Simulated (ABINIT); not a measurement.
PtSe2 (Sudovikovite), 3 atoms in the cell. Symmetry: P-3m1, No. 164, trigonal system. Conventional cell: a = 3.724 Å, b = 3.724 Å, c = 5.062 Å, α = 90.00°, β = 90.00°, γ = 120.00°. Around Pt (site symmetry -3m) lie 6 Se at 2.49 Å. Se (site symmetry 3m) has 3 Pt at 2.49 Å as nearest neighbours. 

| Quantity | Value |
| --- | --- |
| Program | ABINIT 10.8.3 (patched build) |
| Task | single point |
| Functional | PBE |
| Potentials or basis | PseudoDojo NC SR PBE v0.4.1 standard |
| Cutoff | 1061 eV |
| k mesh | 6 × 6 × 4 |
| Occupations | fermi-dirac, width 0.05 eV |
| Spin | no spin polarisation |

Potentials or basis: PseudoDojo NC SR PBE v0.4.1 standard.

The run is started by

```console
$ mpirun --bind-to none -np 4 abinit run.abi > log 2>&1
```

Hardware: 4 MPI ranks on Intel(R) Xeon(R) 6975P-C (Granite Rapids), on a shared host.

Estimate the wall time of this run.

Wall time 29 s on 4 MPI ranks on Intel(R) Xeon(R) 6975P-C (Granite Rapids), on a shared host, peak memory 0.32 GiB a rank. Counts: scf iterations 13, mpi ranks 4, k points 24, bands 30, plane waves 4788.
